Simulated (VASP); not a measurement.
# PbSe (Clausthalite): relaxation of the atoms with PBEsol

Crystal: PbSe (Clausthalite).

```
Pb Se
1.0
     0.00000    2.98969    2.98969
     2.98969    0.00000    2.98969
     2.98969    2.98969    0.00000
Pb Se
1 1
Direct
  0.00000 0.00000 0.00000
  0.50000 0.50000 0.50000
```

The cell isn't the ideal one: a relaxed cell with its volume scaled by 0.94.

- Program: VASP 6.6.1
- Task: relaxation of the atoms
- Functional: PBEsol
- Potentials or basis: VASP PAW PBE potentials, release 64 (Pb_d, Se)
- Cutoff: 600 eV
- k mesh: 8 × 8 × 8
- Occupations: gaussian, width 0.03 eV
- Spin: no spin polarisation
- Further INCAR settings: ALGO = Fast; EDIFF = 1e-07; IBRION = 2; EDIFFG = -0.01; NSW = 40

```
Pressure after relaxing : 3.6 GPa
Band gap on the k mesh  : 0.05 eV, direct
```

Final structure:
```
Pb Se
1.0
     0.00000    2.98969    2.98969
     2.98969    0.00000    2.98969
     2.98969    2.98969    0.00000
Pb Se
1 1
Cartesian
  0.0000 0.0000 0.0000
  2.9897 2.9897 2.9897
```

Levels at points of the mesh, in eV from the valence-band top:
```tsv
k point	band 8	band 9	band 10	band 11	band 12	band 13
(0.00, 0.00, 0.00)	-2.22	-2.22	-2.22	4.81	4.81	4.81
(0.50, 0.00, 0.00)	-1.75	-1.75	0.00	0.05	1.47	1.47
(0.50, 0.50, 0.00)	-5.66	-3.73	-3.73	3.26	5.84	5.84
```

Wall time 21 s on 1 thread of AMD EPYC 9R45 96-Core Processor (Zen 5), on a shared host, peak memory 0.18 GiB.

Caveat: the relaxation stopped at its first step, so nothing moved; the PAW data sets were made with another functional, which shifts forces and pressure a little; spin-orbit coupling is left out, which as a rule narrows the gap of such compounds by several tenths of an eV. A k mesh can miss the band edges.
